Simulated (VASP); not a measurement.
A VASP 6.6.1 single-point calculation on SrO

INCAR

```
ISIF = 2
LREAL = .FALSE.
NBANDS = 15
SIGMA = 0.02
NELECT = 16.1
ISMEAR = -1
NSW = 0
LCHARG = .FALSE.
PREC = Accurate
LASPH = .TRUE.
EDIFF = 1E-7
LWAVE = .FALSE.
GGA = PE
IBRION = -1
ENCUT = 520
NELM = 120
```

KPOINTS

```
KPOINTS created by Atomic Simulation Environment
0
Gamma
8 8 8
0 0 0
```

POSCAR

```
Sr O
 1.0000000000000000
     0.0000000000000000    2.5927917888000001    2.5734425963000001
     2.5927917888000001    0.0000000000000000    2.5734425963000001
     2.5927917888000001    2.5927917888000001    0.0000000000000000
 Sr  O
   1   1
Cartesian
  0.0000000000000000  0.0000000000000000  0.0000000000000000
  2.5927917887999996  2.5927917887999996  2.5734425962999996
```

The recommended PBE PAW datasets give the neutral cell 16 valence electrons.

Command

```
mpirun -np 1 vasp_std
```

OSZICAR

```
N       E                     dE             d eps       ncg     rms          rms(c)
DAV:   1     0.693542274880E+02    0.69354E+02   -0.84902E+03  1770   0.104E+03
DAV:   2    -0.106364006670E+02   -0.79991E+02   -0.73842E+02  2398   0.222E+02
DAV:   3    -0.136873257137E+02   -0.30509E+01   -0.30375E+01  2391   0.391E+01
DAV:   4    -0.137466485951E+02   -0.59323E-01   -0.59315E-01  2147   0.538E+00
DAV:   5    -0.137482870016E+02   -0.16384E-02   -0.16384E-02  2315   0.734E-01    0.161E+01
DAV:   6    -0.117037255814E+02    0.20446E+01   -0.67783E+00  1819   0.194E+01    0.188E+01
DAV:   7    -0.115488719231E+02    0.15485E+00   -0.32354E-01  2057   0.501E+00    0.109E+01
DAV:   8    -0.115323324785E+02    0.16539E-01   -0.12135E-01  2330   0.345E+00    0.404E-01
DAV:   9    -0.115333987444E+02   -0.10663E-02   -0.60234E-03  2200   0.482E-01    0.232E-01
DAV:  10    -0.115336653240E+02   -0.26658E-03   -0.34733E-04  2029   0.181E-01    0.834E-02
DAV:  11    -0.115337786718E+02   -0.11335E-03   -0.12036E-04  1987   0.834E-02    0.260E-02
DAV:  12    -0.115337929339E+02   -0.14262E-04   -0.19370E-05  1876   0.337E-02    0.144E-02
DAV:  13    -0.115337928094E+02    0.12454E-06   -0.16274E-06  2120   0.104E-02    0.309E-03
DAV:  14    -0.115337924789E+02    0.33048E-06   -0.14896E-07  2215   0.301E-03    0.115E-03
DAV:  15    -0.115337924874E+02   -0.85527E-08   -0.54889E-09   983   0.786E-04
   1 F= -.11533792E+02 E0= -.11533239E+02  d E =-.110778E-02
```

From OUTCAR

```
k-points           NKPTS =     59   k-points in BZ     NKDIM =     59   number of bands    NBANDS=     15

   NELECT =      16.1000    total number of electrons

   dimension x,y,z NGX =    28 NGY =   28 NGZ =   28
   dimension x,y,z NGXF=    56 NGYF=   56 NGZF=   56

  energy-cutoff  :      520.00
  volume of cell :       34.60
      direct lattice vectors                 reciprocal lattice vectors
     0.000000000  2.592791789  2.573442596    -0.192842326  0.192842326  0.194292269
     2.592791789  0.000000000  2.573442596     0.192842326 -0.192842326  0.194292269
     2.592791789  2.592791789  0.000000000     0.192842326  0.192842326 -0.194292269

 k-points in reciprocal lattice and weights: KPOINTS created by Atomic Simulation Env
   0.00000000  0.00000000  0.00000000       0.002
   0.12500000  0.00000000  0.00000000       0.016
   0.25000000  0.00000000  0.00000000       0.016
   0.37500000  0.00000000  0.00000000       0.016
   0.50000000  0.00000000  0.00000000       0.008
   0.12500000  0.12500000  0.00000000       0.004
   0.25000000  0.12500000  0.00000000       0.016
   0.37500000  0.12500000  0.00000000       0.016
   ...

 E-fermi :   5.2526

 k-point     1 :       0.0000    0.0000    0.0000
  band No.  band energies     occupation
      1     -30.8766      2.00000
      2     -13.5741      2.00000
      3     -12.5346      2.00000
      4     -12.5346      2.00000
      5     -12.5324      2.00000
      6       1.4910      2.00000
      7       1.4910      2.00000
      8       1.5152      2.00000
      9       5.2941      0.22330
     10       7.6688      0.00000
     11       7.6688      0.00000
     12       7.7223      0.00000
     13       9.7927      0.00000
     14       9.8900      0.00000
     15      13.9975      0.00000

 k-point     2 :       0.1250    0.0000    0.0000
  band No.  band energies     occupation
      1     -30.8581      2.00000
      2     -13.9265      2.00000
      3     -12.5473      2.00000
      4     -12.5442      2.00000
      5     -12.2278      2.00000
      6       1.0465      2.00000
      7       1.3027      2.00000
      8       1.3160      2.00000
      9       5.9897      0.00000
     10       7.5246      0.00000
     11       7.9717      0.00000
     12       8.0029      0.00000
     13      10.1853      0.00000
     14      10.2862      0.00000
     15      14.9889      0.00000

 k-point     3 :       0.2500    0.0000    0.0000
  band No.  band energies     occupation
      1     -30.8129      2.00000
      2     -14.4770      2.00000
      3     -12.5777      2.00000
      4     -12.5703      2.00000
      5     -11.7902      2.00000
      6       0.2306      2.00000
      7       0.8952      2.00000
      8       0.9013      2.00000
      9       7.3830      0.00000
     10       7.5685      0.00000
     11       8.7921      0.00000
     12       8.8110      0.00000
     13      11.1716      0.00000
     14      11.2776      0.00000
     15      16.9589      0.00000

 ...

  Total        0.7590761      0.7590761      0.9456270      0.0000000      0.0000000      0.0000000
  in kB       35.1492555     35.1492555     43.7875536      0.0000000      0.0000000      0.0000000
  external PRESSURE =      38.0286882 kB  Pullay stress =       0.0000000 kB

 POSITION                                       TOTAL-FORCE (eV/Angst)
 -----------------------------------------------------------------------------------
      0.00000      0.00000      0.00000        -0.000000      0.000000      0.000000
      2.59279      2.59279      2.57344         0.000000     -0.000000      0.000000
 -----------------------------------------------------------------------------------
    total drift:                                0.000000      0.000000      0.000000

  FREE ENERGIE OF THE ION-ELECTRON SYSTEM (eV)
  ---------------------------------------------------
  free  energy   TOTEN  =       -11.5337924874 eV

  energy  without entropy=      -11.5326847025  energy(sigma->0) =      -11.53323859
```

It converged. Results: pressure 3.8 GPa.

The cell is charged and sits in a uniform background.

For comparison, a separate PBE run of the intended cell, on usual settings and not on those above, gives a gap of 3.24 eV on its mesh and a pressure of 1.7 GPa.

The run above took about 28 s on one core of a shared host (Intel Xeon Platinum 8488C) and held 0.18 GiB at most.
